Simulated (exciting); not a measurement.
# Al (Fm-3m) in exciting: equation of state

How stiff is Al in PBEsol, and what volume does it want? The cell is scaled to several volumes.

Program: exciting (release sodium). These are calculated values, not measurements. Logs are shortened: lines on timing, memory, paths and dates and some standing lists are left out, and cuts for length are marked.

**The experiment to reproduce.**

“The interpretation of polycrystalline coherent inelastic neutron scattering from aluminium”, 2013, pmc:3831299 quotes, for a bulk crystal of Al: bulk modulus 76.9 GPa.

How close the calculation comes is told below.

## Step 1: The structure

The structure is cubic, space group Fm-3m (No. 225). The conventional cell has a = 4.050 Å, b = 4.050 Å, c = 4.050 Å, α = 90.00°, β = 90.00°, γ = 90.00°. Al (site symmetry m-3m) is surrounded by 12 Al at 2.86 Å.

## Step 2: Equation of state, PBEsol, 15.61 Å³/atom (volume scaled by 0.94)

Input file input.xml:

```xml
<input>
  <title>Al</title>
  <structure speciespath="./" tshift="false">
    <crystal scale="1">
      <basevect>0.000000000000 3.748216684379 3.748216684379</basevect>
      <basevect>3.748216684379 0.000000000000 3.748216684379</basevect>
      <basevect>3.748216684379 3.748216684379 0.000000000000</basevect>
    </crystal>
    <species speciesfile="Al.xml" rmt="2">
      <atom coord="0.000000000000 0.000000000000 0.000000000000"/>
    </species>
  </structure>
  <groundstate do="fromscratch" ngridk="11 11 11" rgkmax="7.5" gmaxvr="14" lmaxapw="10" lmaxmat="10" lmaxvr="8" xctype="GGA_PBE_SOL" stype="Fermi Dirac" swidth="0.00183747" nempty="8" ValenceRelativity="iora*" epsengy="1e-05" epspot="1e-05" maxscl="60" outputlevel="normal"/>
</input>
```

Potentials or basis: all-electron LAPW+lo, shipped species files, valence relativity iora*.

The run is started by

```sh
OMP_NUM_THREADS=1 exciting_smp
```

INFO.OUT:

```text
================================================================================
EXCITING SODIUM started
[... 10 lines left out ...]

 Lattice vectors (cartesian) :
      0.0000000000      3.7482166844      3.7482166844
      3.7482166844      0.0000000000      3.7482166844
      3.7482166844      3.7482166844      0.0000000000

 Reciprocal lattice vectors (cartesian) :
     -0.8381566270      0.8381566270      0.8381566270
      0.8381566270     -0.8381566270      0.8381566270
      0.8381566270      0.8381566270     -0.8381566270

 Unit cell volume                           :     105.3183542880
 Brillouin zone volume                      :       2.3552420195

 Species :    1 (Al)
     parameters loaded from                 :    Al.xml
     name                                   :    aluminium
     nuclear charge                         :     -13.00000000
     electronic charge                      :      13.00000000
     atomic mass                            :   49184.33493000
     muffin-tin radius                      :       2.00000000
     # of radial points in muffin-tin       :     300

     atomic positions (lattice) :
       1 :   0.00000000  0.00000000  0.00000000

 Total number of atoms per unit cell        :       1

 Spin treatment                             :    spin-unpolarised

 Number of Bravais lattice symmetries       :      48
 Number of crystal symmetries               :      48

 k-point grid                               :      11   11   11
 Total number of k-points                   :      56
 k-point set is reduced with crystal symmetries

 R^MT_min * |G+k|_max (rgkmax)              :       7.50000000
 Species with R^MT_min                      :       1 (Al)
 Maximum |G+k| for APW functions            :       3.75000000
 Maximum |G| for potential and density      :      14.00000000

 G-vector grid sizes                        :      24    24    24
 Total number of G-vectors                  :    4909

 Maximum angular momentum used for
     APW functions                          :      10
     computing H and O matrix elements      :      10
     potential and density                  :       8
     inner part of muffin-tin               :       2

 Total nuclear charge                       :     -13.00000000
 Total electronic charge                    :      13.00000000
 Total core charge                          :       4.00000000
 Total valence charge                       :       9.00000000

 Number of empty states                     :       8
 Total number of valence states             :      13

 Maximum Hamiltonian size                   :     120
 Maximum number of plane-waves              :     113
 Total number of local-orbitals             :       7

 Exchange-correlation type                  :      22
[... 23 lines left out ...]
+ SCF iteration number :    1                                                  +
++++++++++++++++++++++++++++++++++++++++++++++++++++++++++++++++++++++++++++++++
 Total energy                               :      -241.94125043
 _______________________________________________________________
 Fermi energy                               :         0.28871729
 Kinetic energy                             :       243.11256921
 Coulomb energy                             :      -466.90277880
 Exchange energy                            :       -17.56191731
 Correlation energy                         :        -0.58912353

 DOS at Fermi energy (states/Ha/cell)       :        13.24693531

 Electron charges :
     core                                   :         4.00000000
     core leakage                           :         0.00140626
     valence                                :         9.00000000
     interstitial                           :         2.10606105
     charge in muffin-tin spheres :
                  atom     1    Al          :        10.89393895
     total charge in muffin-tins            :        10.89393895
     total charge                           :        13.00000000

++++++++++++++++++++++++++++++++++++++++++++++++++++++++++++++++++++++++++++++++
+ SCF iteration number :    2                                                  +
++++++++++++++++++++++++++++++++++++++++++++++++++++++++++++++++++++++++++++++++
 Total energy                               :      -242.06999708
 _______________________________________________________________
 Fermi energy                               :         0.28807135
 Kinetic energy                             :       243.02197831
 Coulomb energy                             :      -466.93747475
 Exchange energy                            :       -17.56535384
 Correlation energy                         :        -0.58914680

 DOS at Fermi energy (states/Ha/cell)       :        13.43679347

 Electron charges :
     core                                   :         4.00000000
     core leakage                           :         0.00139456
     valence                                :         9.00000000
     interstitial                           :         2.10326155
     charge in muffin-tin spheres :
                  atom     1    Al          :        10.89673845
     total charge in muffin-tins            :        10.89673845
     total charge                           :        13.00000000

 RMS change in effective potential (target) :  0.103917      ( 0.100000E-04)
 Absolute change in total energy   (target) :  0.128747      ( 0.100000E-04)
 Charge distance                   (target) :  0.488131E-03  ( 0.100000E-04)

++++++++++++++++++++++++++++++++++++++++++++++++++++++++++++++++++++++++++++++++
+ SCF iteration number :    3                                                  +
++++++++++++++++++++++++++++++++++++++++++++++++++++++++++++++++++++++++++++++++
 Total energy                               :      -242.16536356
 _______________________________________________________________
 Fermi energy                               :         0.28756408
 Kinetic energy                             :       242.95168961
 Coulomb energy                             :      -466.96013893
 Exchange energy                            :       -17.56775105
 Correlation energy                         :        -0.58916319

 DOS at Fermi energy (states/Ha/cell)       :        13.58069315

 Electron charges :
     core                                   :         4.00000000
     core leakage                           :         0.00138584
     valence                                :         9.00000000
     interstitial                           :         2.10108815
     charge in muffin-tin spheres :
                  atom     1    Al          :        10.89891185
     total charge in muffin-tins            :        10.89891185
     total charge                           :        13.00000000
[... 275 lines left out ...]
++++++++++++++++++++++++++++++++++++++++++++++++++++++++++++++++++++++++++++++++
+ SCF iteration number :   14                                                  +
++++++++++++++++++++++++++++++++++++++++++++++++++++++++++++++++++++++++++++++++
 Total energy                               :      -242.34591783
 _______________________________________________________________
 Fermi energy                               :         0.28638153
 Kinetic energy                             :       242.79576239
 Coulomb energy                             :      -466.98130901
 Exchange energy                            :       -17.57118076
 Correlation energy                         :        -0.58919046

 DOS at Fermi energy (states/Ha/cell)       :        13.87087711

 Electron charges :
     core                                   :         4.00000000
     core leakage                           :         0.00136861
     valence                                :         9.00000000
     interstitial                           :         2.09634653
     charge in muffin-tin spheres :
                  atom     1    Al          :        10.90365347
     total charge in muffin-tins            :        10.90365347
     total charge                           :        13.00000000

 RMS change in effective potential (target) :  0.239905E-07  ( 0.100000E-04)
 Absolute change in total energy   (target) :  0.208955E-05  ( 0.100000E-04)
 Charge distance                   (target) :  0.168323E-07  ( 0.100000E-04)

++++++++++++++++++++++++++++++++++++++++++++++++++++++++++++++++++++++++++++++++
+ SCF iteration number :   15                                                  +
++++++++++++++++++++++++++++++++++++++++++++++++++++++++++++++++++++++++++++++++
 Total energy                               :      -242.34591747
 _______________________________________________________________
 Fermi energy                               :         0.28638153
 Kinetic energy                             :       242.79576238
 Coulomb energy                             :      -466.98130866
 Exchange energy                            :       -17.57118073
 Correlation energy                         :        -0.58919046

 DOS at Fermi energy (states/Ha/cell)       :        13.87087783

 Electron charges :
     core                                   :         4.00000000
     core leakage                           :         0.00136861
     valence                                :         9.00000000
     interstitial                           :         2.09634653
     charge in muffin-tin spheres :
                  atom     1    Al          :        10.90365347
     total charge in muffin-tins            :        10.90365347
     total charge                           :        13.00000000

 RMS change in effective potential (target) :  0.632967E-08  ( 0.100000E-04)
 Absolute change in total energy   (target) :  0.357536E-06  ( 0.100000E-04)
 Charge distance                   (target) :  0.258007E-08  ( 0.100000E-04)

++++++++++++++++++++++++++++++++++++++++++++++++++++++++++++++++++++++++++++++++
| Convergency criteria checked for the last 2 iterations                       +
| Convergence targets achieved. Performing final SCF iteration                 +
++++++++++++++++++++++++++++++++++++++++++++++++++++++++++++++++++++++++++++++++
 Total energy                               :      -242.34591735
 _______________________________________________________________
 Fermi energy                               :         0.28638153
 Kinetic energy                             :       242.79576237
 Coulomb energy                             :      -466.98130855
 Exchange energy                            :       -17.57118072
 Correlation energy                         :        -0.58919046

 DOS at Fermi energy (states/Ha/cell)       :        13.87087808

 Electron charges :
     core                                   :         4.00000000
     core leakage                           :         0.00136861
     valence                                :         9.00000000
     interstitial                           :         2.09634653
     charge in muffin-tin spheres :
                  atom     1    Al          :        10.90365347
     total charge in muffin-tins            :        10.90365347
     total charge                           :        13.00000000

++++++++++++++++++++++++++++++++++++++++++++++++++++++++++++++++++++++++++++++++
[... 12 lines left out ...]
| EXCITING SODIUM stopped                                                      =
================================================================================
```

Run time: 13 s. Hardware: 1 thread of Intel Xeon Platinum 8375C at 2.90GHz (Ice Lake), shared host; peak memory 0.1 GiB.

What came out:

| Item | Value |
| --- | --- |
| Free energy | -6594.5722 eV |
| Band gap on the k mesh | none (metal or under the smearing width) |
| All electrons inside the program's atomic spheres | Al 10.90 (radii Al 2.0 bohr) |

Caveat: the log's total energy holds no entropy term; the free energy is that total less TS from the occupations.

(Continued in part 2 of 2.)
